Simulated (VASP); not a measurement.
# VASP 6.6.1 run: Mg₂Ge

INCAR

```
LREAL = .FALSE.
GGA = PE
LCHARG = .FALSE.
NELM = 62
ISMEAR = -1
SIGMA = 0.02
IBRION = -1
PREC = High
LASPH = .TRUE.
ENCUT = 500
LWAVE = .FALSE.
NSW = 0
EDIFF = 1E-7
NBANDS = 16
ISIF = 2
```

KPOINTS

```
KPOINTS created by Atomic Simulation Environment
0
Gamma
8 8 8
0 0 0
```

POSCAR

```
Ge Mg
 1.0000000000000000
     0.0000000000000000    3.2467632623000000    3.2467632623000000
     3.2467632623000000    0.0000000000000000    3.2467632623000000
     3.2467632623000000    3.2467632623000000    0.0000000000000000
 Ge  Mg
   1   2
Cartesian
  0.0000000000000000  0.0000000000000000  0.0000000000000000
  1.6233816311499998  1.6233816311499998  1.6233816311499998
  4.8701448934500000  4.8701448934500000  4.8701448934500000
```

The recommended PBE PAW datasets give the neutral cell 18 valence electrons.

Command

```
mpirun -np 1 vasp_std
```

OSZICAR

```
N       E                     dE             d eps       ncg     rms          rms(c)
DAV:   1     0.845695561817E+02    0.84570E+02   -0.86179E+03   984   0.177E+03
DAV:   2     0.252729126426E+01   -0.82042E+02   -0.78911E+02  1000   0.410E+02
DAV:   3    -0.851351197117E+01   -0.11041E+02   -0.11005E+02  1168   0.892E+01
DAV:   4    -0.881914814934E+01   -0.30564E+00   -0.30558E+00  1144   0.154E+01
DAV:   5    -0.882586797081E+01   -0.67198E-02   -0.67196E-02  1184   0.246E+00    0.317E+00
DAV:   6    -0.842091534471E+01    0.40495E+00   -0.46929E-01  1144   0.352E+00    0.163E+00
DAV:   7    -0.834341480294E+01    0.77501E-01   -0.24936E-01  1144   0.303E+00    0.547E-01
DAV:   8    -0.834451912866E+01   -0.11043E-02   -0.20999E-02  1216   0.206E+00    0.119E-01
DAV:   9    -0.834428687853E+01    0.23225E-03   -0.19497E-03  1224   0.717E-01    0.330E-02
DAV:  10    -0.834430818283E+01   -0.21304E-04   -0.98642E-05  1048   0.615E-02    0.112E-02
DAV:  11    -0.834431955748E+01   -0.11375E-04   -0.22738E-05  1024   0.386E-02    0.439E-03
DAV:  12    -0.834431949894E+01    0.58549E-07   -0.23066E-06  1200   0.183E-02    0.141E-03
DAV:  13    -0.834431940865E+01    0.90282E-07   -0.23503E-07  1008   0.288E-03
   1 F= -.83443194E+01 E0= -.83443076E+01  d E =-.235249E-04
```

From OUTCAR

```
k-points           NKPTS =     29   k-points in BZ     NKDIM =     29   number of bands    NBANDS=     16

   NELECT =      18.0000    total number of electrons

   dimension x,y,z NGX =    36 NGY =   36 NGZ =   36
   dimension x,y,z NGXF=    48 NGYF=   48 NGZF=   48

  energy-cutoff  :      500.00
  volume of cell :       68.45
      direct lattice vectors                 reciprocal lattice vectors
     0.000000000  3.246763262  3.246763262    -0.153999525  0.153999525  0.153999525
     3.246763262  0.000000000  3.246763262     0.153999525 -0.153999525  0.153999525
     3.246763262  3.246763262  0.000000000     0.153999525  0.153999525 -0.153999525

 k-points in reciprocal lattice and weights: KPOINTS created by Atomic Simulation Env
   0.00000000  0.00000000  0.00000000       0.002
   0.12500000  0.00000000  0.00000000       0.016
   0.25000000  0.00000000  0.00000000       0.016
   0.37500000  0.00000000  0.00000000       0.016
   0.50000000  0.00000000  0.00000000       0.008
   0.12500000  0.12500000  0.00000000       0.012
   0.25000000  0.12500000  0.00000000       0.047
   0.37500000  0.12500000  0.00000000       0.047
   ...

 E-fermi :   3.3200

 k-point     1 :       0.0000    0.0000    0.0000
  band No.  band energies     occupation
      1     -20.4935      2.00000
      2     -20.4935      2.00000
      3     -20.4935      2.00000
      4     -20.4777      2.00000
      5     -20.4777      2.00000
      6      -6.3062      2.00000
      7       3.2250      1.98282
      8       3.2250      1.98282
      9       3.2250      1.98280
     10       3.9830      0.00000
     11       5.9395      0.00000
     12       5.9395      0.00000
     13       5.9395      0.00000
     14       8.8899      0.00000
     15       9.2326      0.00000
     16       9.2326      0.00000

 k-point     2 :       0.1250    0.0000    0.0000
  band No.  band energies     occupation
      1     -20.4935      2.00000
      2     -20.4934      2.00000
      3     -20.4934      2.00000
      4     -20.4777      2.00000
      5     -20.4777      2.00000
      6      -6.1842      2.00000
      7       1.8710      2.00000
      8       3.0715      1.99999
      9       3.0715      1.99999
     10       4.6472      0.00000
     11       6.2075      0.00000
     12       6.2075      0.00000
     13       6.3307      0.00000
     14       8.4376      0.00000
     15       8.4376      0.00000
     16       9.4016      0.00000

 k-point     3 :       0.2500    0.0000    0.0000
  band No.  band energies     occupation
      1     -20.4934      2.00000
      2     -20.4930      2.00000
      3     -20.4930      2.00000
      4     -20.4776      2.00000
      5     -20.4776      2.00000
      6      -5.8445      2.00000
      7       0.2842      2.00000
      8       2.7911      2.00000
      9       2.7911      2.00000
     10       4.4176      0.00000
     11       6.3820      0.00000
     12       6.3820      0.00000
     13       7.7531      0.00000
     14       8.3806      0.00000
     15       8.3806      0.00000
     16       8.8673      0.00000

 ...

  Total       -0.7366855     -0.7366855     -0.7366855     -0.0000000     -0.0000000      0.0000000
  in kB      -17.2429205    -17.2429205    -17.2429205     -0.0000000     -0.0000000      0.0000000
  external PRESSURE =     -17.2429205 kB  Pullay stress =       0.0000000 kB

 POSITION                                       TOTAL-FORCE (eV/Angst)
 -----------------------------------------------------------------------------------
      0.00000      0.00000      0.00000         0.000000      0.000000      0.000000
      1.62338      1.62338      1.62338        -0.000000     -0.000000     -0.000000
      4.87014      4.87014      4.87014         0.000000      0.000000      0.000000
 -----------------------------------------------------------------------------------
    total drift:                               -0.000000      0.000000      0.000000

  FREE ENERGIE OF THE ION-ELECTRON SYSTEM (eV)
  ---------------------------------------------------
  free  energy   TOTEN  =        -8.3443194087 eV

  energy  without entropy=       -8.3442958837  energy(sigma->0) =       -8.34430765
```

It converged. Results: gap between bands v and c on the k mesh 0.19 eV; least direct gap on the k mesh 0.76 eV; pressure -1.7 GPa. Band v is the last that the valence electrons fill when counted band by band, and c is the next.

For comparison, a separate PBE run of the intended cell, on usual settings and not on those above, gives a gap of 0.19 eV on its mesh and a pressure of -1.7 GPa.

The run above took about 27 s on one core of a shared host (Intel Xeon Platinum 8488C) and held 0.16 GiB at most.
